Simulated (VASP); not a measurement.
# Bi (P6_3/mmc) in VASP: notebook

Runs on Bi. Level: r2SCAN. Tasks: single point.

Everything below comes from runs of VASP 6.6.1. Logs are shortened: lines on timing, memory, paths and dates and some standing lists are left out, and cuts for length are marked.

## Step 1: Starting point

It takes space group P6_3/mmc (No. 194, hexagonal). Conventional cell: a = 3.658 Å, b = 3.658 Å, c = 5.699 Å, α = 90.00°, β = 90.00°, γ = 120.00°. Bi (site symmetry -6m2) has 12 Bi at 3.55 to 3.66 Å as nearest neighbours.

The cell was built by a generator and needn't be a form met in nature.

## Step 2: Single point, r2SCAN

The input, POSCAR:

```
Bi
1.0
    3.6583430000      0.0000000000      0.0000000000
   -1.8291710000      3.1682240000      0.0000000000
    0.0000000000      0.0000000000      5.6993400000
Bi
2
Direct
    0.3333300000      0.6666700000      0.2500000000
    0.6666600000      0.3333300000      0.7500000000
```

The input, INCAR.step1:

```
SYSTEM = Bi
PREC = Accurate
ENCUT = 520
ISMEAR = -1
SIGMA = 0.1
LREAL = .False.
LASPH = .True.
NELM = 80
NBANDS = 22
GGA = PE
ALGO = Normal
EDIFF = 1E-4
LWAVE = .True.
LCHARG = .False.
```

The input, INCAR.step2:

```
SYSTEM = Bi
PREC = Accurate
ENCUT = 520
EDIFF = 1E-6
ISMEAR = -1
SIGMA = 0.1
LREAL = .False.
LASPH = .True.
NELM = 80
ALGO = Normal
ISIF = 2
LWAVE = .False.
LCHARG = .True.
METAGGA = R2SCAN
LMIXTAU = .True.
LELF = .True.
LVHAR = .True.
NBANDS = 22
ISTART = 1
```

The input, KPOINTS:

```
regular mesh
0
Gamma
  6 6 3
  0 0 0
```

Potentials or basis: VASP PAW PBE potentials, release 64 (Bi_d).

Command:

```
$ cat potpaw_PBE.64/Bi_d/POTCAR > POTCAR
$ cp INCAR.step1 INCAR
$ mpirun -np 1 vasp_std > vasp.out
$ cp INCAR.step2 INCAR
$ mpirun -np 1 vasp_std > vasp.out
```

OUTCAR:

```text
SYSTEM = Bi
   PREC = Accurate
   ENCUT = 520
   EDIFF = 1E-6
   ISMEAR = -1
   LREAL = .False.
   LASPH = .True.
   NELM = 80
   ISIF = 2
   METAGGA = R2SCAN
   ISTART = 1

 ion  position               nearest neighbor table
   1  0.333  0.667  0.250-   2 3.55   2 3.55   2 3.55   2 3.55   2 3.55   2 3.55
   2  0.667  0.333  0.750-   1 3.55   1 3.55   1 3.55   1 3.55   1 3.55   1 3.55

  LATTYP: Found a hexagonal cell.
 ALAT       =     3.6583430000
 C/A-ratio  =     1.5579020338

  Lattice vectors:

 A1 = (   3.6583430000,   0.0000000000,   0.0000000000)
 A2 = (  -1.8291710000,   3.1682240000,   0.0000000000)
 A3 = (   0.0000000000,   0.0000000000,   5.6993400000)

Analysis of symmetry for initial positions (statically):
=====================================================================
 Subroutine PRICEL returns:
 Original cell was already a primitive cell.

 Routine SETGRP: Setting up the symmetry group for a
 hexagonal supercell.

 Subroutine GETGRP returns: Found  8 space group operations
 (whereof  2 operations were pure point group operations)
 out of a pool of 24 trial point group operations.

The static configuration has the point symmetry C_2 .
 The point group associated with its full space group is D_2h.

Analysis of symmetry for dynamics (positions and initial velocities):
=====================================================================
 Subroutine PRICEL returns:
 Original cell was already a primitive cell.

 Routine SETGRP: Setting up the symmetry group for a
 hexagonal supercell.

 Subroutine GETGRP returns: Found  8 space group operations
 (whereof  2 operations were pure point group operations)
 out of a pool of 24 trial point group operations.

The dynamic configuration has the point symmetry C_2 .
 The point group associated with its full space group is D_2h.

 Subroutine INISYM returns: Found  8 space group operations
 (whereof  2 operations are pure point group operations),
 and found     1 'primitive' translations

----------------------------------------------------------------------------------------

                                     Primitive cell

  volume of cell :      66.0579

[... 79 lines left out ...]
   PREC   = accura    normal or accurate (medium, high low for compatibility)
   ISTART =      1    job   : 0-new  1-cont  2-samecut
   ICHARG =      0    charge: 1-file 2-atom 10-const
   ISPIN  =      1    spin polarized calculation?
   LNONCOLLINEAR =      F non collinear calculations
   LSORBIT =      F    spin-orbit coupling
   LASPH  =      T    aspherical Exc in radial PAW
   ENCUT  =  520.0 eV  38.22 Ry    6.18 a.u.   6.80  6.80 10.60*2*pi/ulx,y,z
   NELM   =     80;   NELMIN=  2; NELMDL=  0     # of ELM steps
   EDIFF  = 0.1E-05   stopping-criterion for ELM
   LREAL  =      F    real-space projection
   EDIFFG = 0.1E-04   stopping-criterion for IOM
   NSW    =      0    number of steps for IOM
   IBRION =     -1    ionic relax: 0-MD 1-quasi-New 2-CG
   NFREE  =      0    steps in history (QN), initial steepest desc. (CG)
   ISIF   =      2    stress and relaxation
   ISYM   =      2    0-nonsym 1-usesym 2-fastsym
   POTIM  = 0.5000    time-step for ionic-motion
   TEBEG  =    0.0;   TEEND  =   0.0 temperature during run
   PSTRESS=    0.0 pullay stress
   NELECT =      30.0000    total number of electrons
   NUPDOWN=      -1.0000    fix difference up-down
   EMIN   =  10.00;   EMAX   =-10.00  energy-range for DOS
   EFERMI =   0.00;   METHOD = LEGACY
   ISMEAR =    -1;   SIGMA  =   0.10  broadening in eV -4-tet -1-fermi 0-gaus
   EFERMI_NEDOS =   21; number of points for ismear=-14 and -15
   IALGO  =     38    algorithm
   IMIX   =      4    mixing-type and parameters
     AMIX     =   0.40;   BMIX     =  1.00
     AMIX_MAG =   1.60;   BMIX_MAG =  1.00
  volume/ion in A,a.u.               =      33.03       222.89
  Fermi-wavevector in a.u.,A,eV,Ry     =   1.258366  2.377967 21.544620  1.583485
  Thomas-Fermi vector in A             =   2.391979
   LORBIT       =      0    0 simple, 1 ext, 2 COOP (PROOUT), +10 PAW based schemes
   METAGGA = R2SCAN    functional components
   LHFCALC =     F    Hartree Fock is set to
   AEXX    =    0.0000 exact exchange contribution
   IVDW    =     0    specifies the selected vdW correction
   LEPSILON=     F    determine dielectric tensor
   LRPA    =     F    only Hartree local field effects (RPA)
 non-spin polarized calculation
  energy-cutoff  :      520.00
  volume of cell :       66.06
 maximum number of plane-waves:      1791
   NGX = 13   NGY = 13   NGZ = 21

 number of electron      29.9999996 magnetization

 Free energy of the ion-electron system (eV)
  ---------------------------------------------------
  ext. energy  EPLUGINS =         0.00000000
  ---------------------------------------------------
  free energy    TOTEN  =      -116.41466497 eV

  energy without entropy =     -116.36218744  energy(sigma->0) =     -116.38842620

 E-fermi :   7.1870     XC(G=0): -10.7743

 val. band max:        7.0765742549   @ k =   0.1667   0.0000   0.0000
 cond. band min:       7.1972947570   @ k =   0.5000   0.0000   0.0000
 fundamental gap:      0.1207205021
 Fermi energy:         7.1870326457

 k-point     1 :       0.0000    0.0000    0.0000
  band No.  band energies     occupation
      1     -16.5984      2.00000
      2     -16.5962      2.00000
      3     -16.5794      2.00000
      4     -16.5794      2.00000
      5     -16.5663      2.00000
      6     -16.5663      2.00000
[... 589 lines left out ...]
     21      15.7458      0.00000
     22      17.0132      0.00000

 [... further k-points ...]

------------------------ aborting loop because EDIFF is reached ----------------------------------------

  FORCE on cell =-STRESS in cart. coord.  units (eV):
  Direction    XX          YY          ZZ          XY          YZ          ZX
  --------------------------------------------------------------------------------------
  -------------------------------------------------------------------------------------
  Total       -2.0266287     -2.0265722      0.1194316     -0.0000003     -0.0000000      0.0000000
  in kB      -49.1541181    -49.1527480      2.8967092     -0.0000078     -0.0000000      0.0000000
  external PRESSURE =     -31.8033856 kB  Pullay stress =       0.0000000 kB

 VOLUME and BASIS-vectors are now :
 -----------------------------------------------------------------------------
  energy-cutoff  :      520.00
  volume of cell :       66.06
      direct lattice vectors                 reciprocal lattice vectors
     3.658343000  0.000000000  0.000000000     0.273347797  0.157817081  0.000000000
    -1.829171000  3.168224000  0.000000000     0.000000000  0.315634248  0.000000000
     0.000000000  0.000000000  5.699340000     0.000000000  0.000000000  0.175458913

 POSITION                                       TOTAL-FORCE (eV/Angst)
 -----------------------------------------------------------------------------------
     -0.00002      2.11216      1.42484         0.000000      0.000013      0.000000
      1.82915      1.05606      4.27451        -0.000000     -0.000013     -0.000000
 -----------------------------------------------------------------------------------
    total drift:                                0.000000      0.000000      0.000000

  FREE ENERGIE OF THE ION-ELECTRON SYSTEM (eV)
  ---------------------------------------------------
  free  energy   TOTEN  =      -116.4146649690 eV

  energy  without entropy=     -116.3621874367  energy(sigma->0) =     -116.38842620
```

OUTCAR.step1:

```text
SYSTEM = Bi
   PREC = Accurate
   ENCUT = 520
   ISMEAR = -1
   LREAL = .False.
   LASPH = .True.
[... 824 lines left out ...]
     -0.00002      2.11216      1.42484         0.000000      0.000041     -0.000000
      1.82915      1.05606      4.27451        -0.000000     -0.000041      0.000000
 -----------------------------------------------------------------------------------
    total drift:                                0.000000      0.000000      0.000000

  FREE ENERGIE OF THE ION-ELECTRON SYSTEM (eV)
  ---------------------------------------------------
  free  energy   TOTEN  =        -7.4264026009 eV

  energy  without entropy=       -7.3679768476  energy(sigma->0) =       -7.39718972
```

It took 82 s on 1 thread of Intel Xeon Platinum 8559C (Emerald Rapids), shared host; peak memory 0.19 GiB.

Results:

| Property | Result |
| --- | --- |
| Free energy | -116.4147 eV |
| Pressure | -3.2 GPa |
| Band gap on the k mesh | none (metal or under the smearing width) |

Caveat: the k mesh is coarse (spacing up to 0.37 Å⁻¹), so the values aren't converged; the PAW data sets were made with another functional, which shifts forces and pressure a little; spin-orbit coupling is left out, which moves the levels of the heavy elements.

## Step 3: Single point, r2SCAN

POSCAR is that of step 2.

The input, INCAR.step1:

```
PREC = Accurate ; ENCUT = 520
ISMEAR = -1 ; SIGMA = 0.1
LREAL = False ; LASPH = True
NELM = 100 ; NBANDS = 22
GGA = PE ; ALGO = Normal
EDIFF = 1E-4 ; LWAVE = True
LCHARG = False
```

The input, INCAR.step2:

```
PREC = Accurate ; ENCUT = 520
EDIFF = 1E-7 ; ISMEAR = -1
SIGMA = 0.1 ; LREAL = False
LASPH = True ; NELM = 100
ALGO = Normal ; ISIF = 2
LWAVE = False ; LCHARG = False
METAGGA = R2SCAN ; LMIXTAU = True
NBANDS = 22 ; ISTART = 1
```

The input, KPOINTS:

```
Automatic mesh
0
Gamma
  6 6 3
```

Potentials or basis: VASP PAW PBE potentials, release 64 (Bi_d).

Command:

```
$ cat potpaw_PBE.64/Bi_d/POTCAR > POTCAR
$ cp INCAR.step1 INCAR
$ mpirun -np 1 vasp_std > vasp.out
$ cp INCAR.step2 INCAR
$ mpirun -np 1 vasp_std > vasp.out
```

OUTCAR:

```text
PREC = Accurate
   ENCUT = 520
   EDIFF = 1E-7
   ISMEAR = -1
   LREAL = False
   LASPH = True
   NELM = 100
   ISIF = 2
   METAGGA = R2SCAN
   ISTART = 1

 ion  position               nearest neighbor table
   1  0.333  0.667  0.250-   2 3.55   2 3.55   2 3.55   2 3.55   2 3.55   2 3.55
   2  0.667  0.333  0.750-   1 3.55   1 3.55   1 3.55   1 3.55   1 3.55   1 3.55

  LATTYP: Found a hexagonal cell.
 ALAT       =     3.6583430000
 C/A-ratio  =     1.5579020338

[... 789 lines left out ...]
 [... further k-points ...]

------------------------ aborting loop because EDIFF is reached ----------------------------------------

  FORCE on cell =-STRESS in cart. coord.  units (eV):
  Direction    XX          YY          ZZ          XY          YZ          ZX
  --------------------------------------------------------------------------------------
  -------------------------------------------------------------------------------------
  Total       -2.0278380     -2.0277678      0.1182376     -0.0000003      0.0000000      0.0000000
  in kB      -49.1834486    -49.1817450      2.8677502     -0.0000078      0.0000000      0.0000000
  external PRESSURE =     -31.8324811 kB  Pullay stress =       0.0000000 kB

 VOLUME and BASIS-vectors are now :
 -----------------------------------------------------------------------------
  energy-cutoff  :      520.00
  volume of cell :       66.06
      direct lattice vectors                 reciprocal lattice vectors
     3.658343000  0.000000000  0.000000000     0.273347797  0.157817081  0.000000000
    -1.829171000  3.168224000  0.000000000     0.000000000  0.315634248  0.000000000
     0.000000000  0.000000000  5.699340000     0.000000000  0.000000000  0.175458913

 POSITION                                       TOTAL-FORCE (eV/Angst)
 -----------------------------------------------------------------------------------
     -0.00002      2.11216      1.42484         0.000000      0.000012     -0.000000
      1.82915      1.05606      4.27451        -0.000000     -0.000012      0.000000
 -----------------------------------------------------------------------------------
    total drift:                                0.000000      0.000000      0.000000

  FREE ENERGIE OF THE ION-ELECTRON SYSTEM (eV)
  ---------------------------------------------------
  free  energy   TOTEN  =      -116.4146647399 eV

  energy  without entropy=     -116.3621873670  energy(sigma->0) =     -116.38842605
```

It took 1.8 min on 1 thread of Intel Xeon Platinum 8559C (Emerald Rapids), shared host; peak memory 0.19 GiB.

Results:

* Free energy: -116.4147 eV
* Pressure: -3.2 GPa
* Band gap on the k mesh: none (metal or under the smearing width)

Caveat: the k mesh is coarse (spacing up to 0.37 Å⁻¹), so the values aren't converged; the PAW data sets were made with another functional, which shifts forces and pressure a little; spin-orbit coupling is left out, which moves the levels of the heavy elements.
